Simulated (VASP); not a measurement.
# InAs (F-43m) in VASP: notebook

Runs on InAs. Level: PBEsol. Tasks: single point.

Program: VASP 6.6.1. These are calculated values, not measurements. Logs are shortened: lines on timing, memory, paths and dates and some standing lists are left out, and cuts for length are marked.

**The experiment to reproduce.**

A printed reference work, data compilation reports, for a bulk crystal of InAs at 4.2 K: band gap 0.418 eV (direct).

How close the calculation comes is told below.

**1. The cell of the first run**

The structure is cubic, space group F-43m (No. 216). Conventional cell: a = 6.108 Å, b = 6.108 Å, c = 6.108 Å, α = 90.00°, β = 90.00°, γ = 90.00°. Within 3.5 Å of In (site symmetry -43m) lie 4 As at 2.64 Å. Within 3.5 Å of As (site symmetry -43m) lie 4 In at 2.64 Å.

**2. Single point, PBEsol**

Contents of INCAR:

```
PREC = Accurate
ENCUT = 520
EDIFF = 1E-7
ISMEAR = 0
SIGMA = 0.05
LREAL = F
LASPH = T
NELM = 80
ALGO = Normal
ISIF = 2
LWAVE = F
LCHARG = F
GGA = PS
NBANDS = 16
```

Contents of KPOINTS:

```
Automatic mesh
0
Gamma
  10 10 10
```

Contents of POSCAR:

```
InAs
1.0
    0.0000000000      3.0538524450      3.0538524450
    3.0538524450      0.0000000000      3.0538524450
    3.0538524450      3.0538524450      0.0000000000
In As
1 1
Direct
    0.0000000000      0.0000000000      0.0000000000
    0.7500000000      0.7500000000      0.7500000000
```

Potentials or basis: VASP PAW PBE potentials, release 64 (In_d, As).

The run is started by

```sh
cat potpaw_PBE.64/In_d/POTCAR potpaw_PBE.64/As/POTCAR > POTCAR
mpirun -np 1 vasp_std > vasp.out
```

OUTCAR:

```text
PREC = Accurate
   ENCUT = 520
   EDIFF = 1E-7
   ISMEAR = 0
   LREAL = F
   LASPH = T
   NELM = 80
   ISIF = 2
   GGA = PS

 ion  position               nearest neighbor table
   1  0.000  0.000  0.000-   2 2.64   2 2.64   2 2.64   2 2.64
   2  0.750  0.750  0.750-   1 2.64   1 2.64   1 2.64   1 2.64

  LATTYP: Found a face centered cubic cell.
 ALAT       =     6.1077048900

  Lattice vectors:

 A1 = (   0.0000000000,   3.0538524450,   3.0538524450)
 A2 = (   3.0538524450,   0.0000000000,   3.0538524450)
 A3 = (   3.0538524450,   3.0538524450,   0.0000000000)

Analysis of symmetry for initial positions (statically):
=====================================================================
 Subroutine PRICEL returns:
 Original cell was already a primitive cell.

 Routine SETGRP: Setting up the symmetry group for a
 face centered cubic supercell.

 Subroutine GETGRP returns: Found 24 space group operations
 (whereof 24 operations were pure point group operations)
 out of a pool of 48 trial point group operations.

The static configuration has the point symmetry T_d .

Analysis of symmetry for dynamics (positions and initial velocities):
=====================================================================
 Subroutine PRICEL returns:
 Original cell was already a primitive cell.

 Routine SETGRP: Setting up the symmetry group for a
 face centered cubic supercell.

 Subroutine GETGRP returns: Found 24 space group operations
 (whereof 24 operations were pure point group operations)
 out of a pool of 48 trial point group operations.

The dynamic configuration has the point symmetry T_d .

 Subroutine INISYM returns: Found 24 space group operations
 (whereof 24 operations are pure point group operations),
 and found     1 'primitive' translations

----------------------------------------------------------------------------------------

                                     Primitive cell

  volume of cell :      56.9605

  direct lattice vectors                    reciprocal lattice vectors
     0.000000000  3.053852445  3.053852445    -0.163727622  0.163727622  0.163727622
     3.053852445  0.000000000  3.053852445     0.163727622 -0.163727622  0.163727622
     3.053852445  3.053852445  0.000000000     0.163727622  0.163727622 -0.163727622

  length of vectors
     4.318799545  4.318799545  4.318799545     0.283584561  0.283584561  0.283584561

  position of ions in fractional coordinates (direct lattice)
     0.000000000  0.000000000  0.000000000
     0.750000000  0.750000000  0.750000000

  ion indices of the primitive-cell ions
   primitive index   ion index
                 1           1
                 2           2

----------------------------------------------------------------------------------------

 KPOINTS: Automatic mesh

Automatic generation of k-mesh.
 Grid dimensions read from file:
 generate k-points for:   10   10   10

 Generating k-lattice:

  Cartesian coordinates                     Fractional coordinates (reciprocal lattice)
    -0.016372762  0.016372762  0.016372762     0.100000000  0.000000000  0.000000000
     0.016372762 -0.016372762  0.016372762     0.000000000  0.100000000  0.000000000
     0.016372762  0.016372762 -0.016372762     0.000000000  0.000000000  0.100000000

  Length of vectors
     0.028358456  0.028358456  0.028358456

  Shift w.r.t. Gamma in fractional coordinates (k-lattice)
     0.000000000  0.000000000  0.000000000

 Subroutine IBZKPT returns following result:
 ===========================================

 Found     47 irreducible k-points:

 Following reciprocal coordinates:
            Coordinates               Weight
  0.000000  0.000000  0.000000      1.000000
  0.100000  0.000000  0.000000      8.000000
  0.200000  0.000000  0.000000      8.000000
  0.300000  0.000000  0.000000      8.000000
  0.400000  0.000000  0.000000      8.000000
  0.500000  0.000000  0.000000      4.000000
[... 16 lines left out ...]
  0.300000  0.300000  0.000000      6.000000
  0.400000  0.300000  0.000000     24.000000
 [... further k-points ...]
   k-points           NKPTS =     47   k-points in BZ     NKDIM =     47   number of bands    NBANDS=     16
   number of dos      NEDOS =    301   number of ions     NIONS =      2
   total plane-waves  NPLWV =  32768
   dimension x,y,z NGX =    32 NGY =   32 NGZ =   32
   dimension x,y,z NGXF=    64 NGYF=   64 NGZF=   64
   ions per type =               1   1
   NGX,Y,Z   is equivalent  to a cutoff of  12.32, 12.32, 12.32 a.u.
   NGXF,Y,Z  is equivalent  to a cutoff of  24.64, 24.64, 24.64 a.u.
 SYSTEM =  unknown system
   PREC   = accura    normal or accurate (medium, high low for compatibility)
   ISTART =      0    job   : 0-new  1-cont  2-samecut
   ICHARG =      2    charge: 1-file 2-atom 10-const
   ISPIN  =      1    spin polarized calculation?
   LNONCOLLINEAR =      F non collinear calculations
   LSORBIT =      F    spin-orbit coupling
   LASPH  =      T    aspherical Exc in radial PAW
   ENCUT  =  520.0 eV  38.22 Ry    6.18 a.u.   8.03  8.03  8.03*2*pi/ulx,y,z
   NELM   =     80;   NELMIN=  2; NELMDL= -5     # of ELM steps
   EDIFF  = 0.1E-06   stopping-criterion for ELM
   LREAL  =      F    real-space projection
   EDIFFG = 0.1E-05   stopping-criterion for IOM
   NSW    =      0    number of steps for IOM
   IBRION =     -1    ionic relax: 0-MD 1-quasi-New 2-CG
   NFREE  =      0    steps in history (QN), initial steepest desc. (CG)
   ISIF   =      2    stress and relaxation
   ISYM   =      2    0-nonsym 1-usesym 2-fastsym
   POTIM  = 0.5000    time-step for ionic-motion
   TEBEG  =    0.0;   TEEND  =   0.0 temperature during run
   PSTRESS=    0.0 pullay stress
   NELECT =      18.0000    total number of electrons
   NUPDOWN=      -1.0000    fix difference up-down
   EMIN   =  10.00;   EMAX   =-10.00  energy-range for DOS
   EFERMI =   0.00;   METHOD = LEGACY
   ISMEAR =     0;   SIGMA  =   0.05  broadening in eV -4-tet -1-fermi 0-gaus
   EFERMI_NEDOS =   21; number of points for ismear=-14 and -15
   IALGO  =     38    algorithm
   IMIX   =      4    mixing-type and parameters
     AMIX     =   0.40;   BMIX     =  1.00
     AMIX_MAG =   1.60;   BMIX_MAG =  1.00
  volume/ion in A,a.u.               =      28.48       192.19
  Fermi-wavevector in a.u.,A,eV,Ry     =   1.115084  2.107203 16.917654  1.243413
  Thomas-Fermi vector in A             =   2.251685
   LORBIT       =      0    0 simple, 1 ext, 2 COOP (PROOUT), +10 PAW based schemes
   GGA     = PS    functional components
   LHFCALC =     F    Hartree Fock is set to
   AEXX    =    0.0000 exact exchange contribution
   IVDW    =     0    specifies the selected vdW correction
   LEPSILON=     F    determine dielectric tensor
   LRPA    =     F    only Hartree local field effects (RPA)
 non-spin polarized calculation
 Gauss-broadening in eV      SIGMA  =   0.05
  energy-cutoff  :      520.00
  volume of cell :       56.96
 maximum number of plane-waves:      1550
   NGX = 17   NGY = 17   NGZ = 17

 number of electron      17.9999995 magnetization

 Free energy of the ion-electron system (eV)
  ---------------------------------------------------
  ext. energy  EPLUGINS =         0.00000000
  ---------------------------------------------------
  free energy    TOTEN  =        -8.48931740 eV

  energy without entropy =       -8.48924007  energy(sigma->0) =       -8.48927873

 E-fermi :   4.0902     XC(G=0):  -9.1540

 val. band max:        4.0749759182   @ k =   0.0000   0.0000   0.0000
 cond. band min:       4.8846129375   @ k =   0.1000   0.0000   0.0000
 fundamental gap:      0.8096370193
 Fermi energy:         4.0902276228

 k-point     1 :       0.0000    0.0000    0.0000
  band No.  band energies     occupation
      1     -10.1979      2.00000
      2     -10.1979      2.00000
      3     -10.1979      2.00000
      4     -10.0820      2.00000
      5     -10.0820      2.00000
      6      -7.6248      2.00000
[... 8 lines left out ...]
     15      13.6624      0.00000
     16      13.6624      0.00000

 k-point     2 :       0.1000    0.0000    0.0000
  band No.  band energies     occupation
      1     -10.2099      2.00000
      2     -10.1944      2.00000
      3     -10.1944      2.00000
      4     -10.0821      2.00000
      5     -10.0821      2.00000
      6      -7.5254      2.00000
[... 8 lines left out ...]
     15      12.9473      0.00000
     16      12.9473      0.00000

 k-point     3 :       0.2000    0.0000    0.0000
  band No.  band energies     occupation
      1     -10.2399      2.00000
      2     -10.1858      2.00000
      3     -10.1858      2.00000
      4     -10.0818      2.00000
      5     -10.0818      2.00000
      6      -7.2434      2.00000
[... 8 lines left out ...]
     15      12.4935      0.00000
     16      12.4935      0.00000

 k-point     4 :       0.3000    0.0000    0.0000
  band No.  band energies     occupation
      1     -10.2747      2.00000
      2     -10.1767      2.00000
      3     -10.1767      2.00000
      4     -10.0796      2.00000
      5     -10.0796      2.00000
      6      -6.8338      2.00000
[... 8 lines left out ...]
     15      12.7707      0.00000
     16      12.7707      0.00000

 k-point     5 :       0.4000    0.0000    0.0000
  band No.  band energies     occupation
      1     -10.3014      2.00000
      2     -10.1708      2.00000
      3     -10.1708      2.00000
      4     -10.0763      2.00000
      5     -10.0763      2.00000
      6      -6.4208      2.00000
[... 8 lines left out ...]
     15      13.7312      0.00000
     16      13.7312      0.00000

 k-point     6 :       0.5000    0.0000    0.0000
  band No.  band energies     occupation
      1     -10.3112      2.00000
      2     -10.1690      2.00000
      3     -10.1690      2.00000
      4     -10.0747      2.00000
      5     -10.0747      2.00000
      6      -6.2309      2.00000
[... 8 lines left out ...]
     15      14.6598      0.00000
     16      14.6598      0.00000
[... 267 lines left out ...]
 k-point    21 :      -0.3000    0.2000    0.0000
  band No.  band energies     occupation
      1     -10.3089      2.00000
      2     -10.1640      2.00000
      3     -10.1609      2.00000
      4     -10.0828      2.00000
      5     -10.0793      2.00000
      6      -6.3010      2.00000
[... 8 lines left out ...]
     15      13.4805      0.00000
     16      14.8595      0.00000

 k-point    22 :      -0.2000    0.2000    0.0000
  band No.  band energies     occupation
      1     -10.2858      2.00000
      2     -10.1715      2.00000
      3     -10.1689      2.00000
      4     -10.0858      2.00000
      5     -10.0776      2.00000
      6      -6.6943      2.00000
[... 8 lines left out ...]
     15      13.6721      0.00000
     16      14.4255      0.00000

 k-point    23 :       0.3000    0.3000    0.0000
  band No.  band energies     occupation
      1     -10.3156      2.00000
      2     -10.1500      2.00000
      3     -10.1500      2.00000
      4     -10.1035      2.00000
      5     -10.0683      2.00000
      6      -6.5683      2.00000
[... 8 lines left out ...]
     15      14.5911      0.00000
     16      15.6399      0.00000

 k-point    24 :       0.4000    0.3000    0.0000
  band No.  band energies     occupation
      1     -10.3346      2.00000
      2     -10.1432      2.00000
      3     -10.1410      2.00000
      4     -10.1060      2.00000
      5     -10.0663      2.00000
      6      -6.2371      2.00000
[... 8 lines left out ...]
     15      15.0473      0.00000
     16      15.8444      0.00000

 [... further k-points ...]
[... 5 lines left out ...]
  --------------------------------------------------------------------------------------
  -------------------------------------------------------------------------------------
  Total       -0.1663137     -0.1663137     -0.1663137      0.0000000      0.0000000      0.0000000
  in kB       -4.6780444     -4.6780444     -4.6780444      0.0000000      0.0000000      0.0000000
  external PRESSURE =      -4.6780444 kB  Pullay stress =       0.0000000 kB

 VOLUME and BASIS-vectors are now :
 -----------------------------------------------------------------------------
  energy-cutoff  :      520.00
  volume of cell :       56.96
      direct lattice vectors                 reciprocal lattice vectors
     0.000000000  3.053852445  3.053852445    -0.163727622  0.163727622  0.163727622
     3.053852445  0.000000000  3.053852445     0.163727622 -0.163727622  0.163727622
     3.053852445  3.053852445  0.000000000     0.163727622  0.163727622 -0.163727622

 POSITION                                       TOTAL-FORCE (eV/Angst)
 -----------------------------------------------------------------------------------
      0.00000      0.00000      0.00000         0.000000     -0.000000      0.000000
      4.58078      4.58078      4.58078        -0.000000      0.000000     -0.000000
 -----------------------------------------------------------------------------------
    total drift:                                0.000000      0.000000     -0.000000

  FREE ENERGIE OF THE ION-ELECTRON SYSTEM (eV)
  ---------------------------------------------------
  free  energy   TOTEN  =        -8.4893173954 eV

  energy  without entropy=       -8.4892400737  energy(sigma->0) =       -8.48927873
```

It took 41 s on 1 thread of AMD EPYC 7R43 (Zen 3), shared host; peak memory 0.17 GiB.

Results:

* Free energy: -8.4893 eV
* Pressure: -0.5 GPa
* Band gap on the k mesh: zero (filled and empty bands touch)

Caveat: the PAW data sets were made with another functional, which shifts forces and pressure a little; spin-orbit coupling is left out, which moves the levels of the heavy elements.

**3. Single point, PBEsol**

This run uses another cell than the first one, of 28.37 Å³/atom, 0.996 times its volume.

Contents of INCAR:

```
ALGO = Normal ; EDIFF = 1E-6
ENCUT = 520 ; GGA = PS
ISIF = 2 ; ISMEAR = 0
LASPH = True ; LCHARG = True
LELF = True ; LREAL = False
LVHAR = True ; LWAVE = False
NBANDS = 16 ; NELM = 60
PREC = Accurate ; SIGMA = 0.05
```

Contents of KPOINTS:

```
k-points
0
Gamma
  10 10 10
```

Contents of POSCAR:

```
InAs
1.0
    0.0000000000      3.0497752006      3.0497752006
    3.0497752006      0.0000000000      3.0497752006
    3.0497752006      3.0497752006      0.0000000000
In As
1 1
Direct
    0.0000000000      0.0000000000      0.0000000000
    0.7500000000      0.7500000000      0.7500000000
```

Potentials or basis: VASP PAW PBE potentials, release 64 (In_d, As).

The run is started by

```sh
cat potpaw_PBE.64/In_d/POTCAR potpaw_PBE.64/As/POTCAR > POTCAR
mpirun -np 1 vasp_std > vasp.out
```

Run time: 42 s. Hardware: 1 thread of AMD EPYC 7R43 (Zen 3), shared host; peak memory 0.17 GiB.

The run converged. Its results:

- Free energy: -8.4898 eV
- Pressure: -0.3 GPa
- Band gap on the k mesh: zero (filled and empty bands touch)

Levels at points of the mesh, in eV from the Fermi level:
| k point | band 6 | band 7 | band 8 | band 9 | band 10 | band 11 | band 12 | band 13 |
| --- | --- | --- | --- | --- | --- | --- | --- | --- |
| (0.00, 0.00, 0.00) | -11.74 | -0.43 | -0.02 | -0.02 | -0.02 | 3.83 | 3.83 | 3.83 |
| (0.50, 0.00, 0.00) | -10.33 | -5.70 | -0.97 | -0.97 | 0.80 | 4.59 | 4.59 | 6.67 |
| (0.50, 0.50, 0.00) | -9.82 | -5.79 | -2.27 | -2.27 | 1.47 | 1.96 | 8.89 | 9.02 |

Caveat: the PAW data sets were made with another functional, which shifts forces and pressure a little; spin-orbit coupling is left out, which moves the levels of the heavy elements.

[end of part 1 of 2]
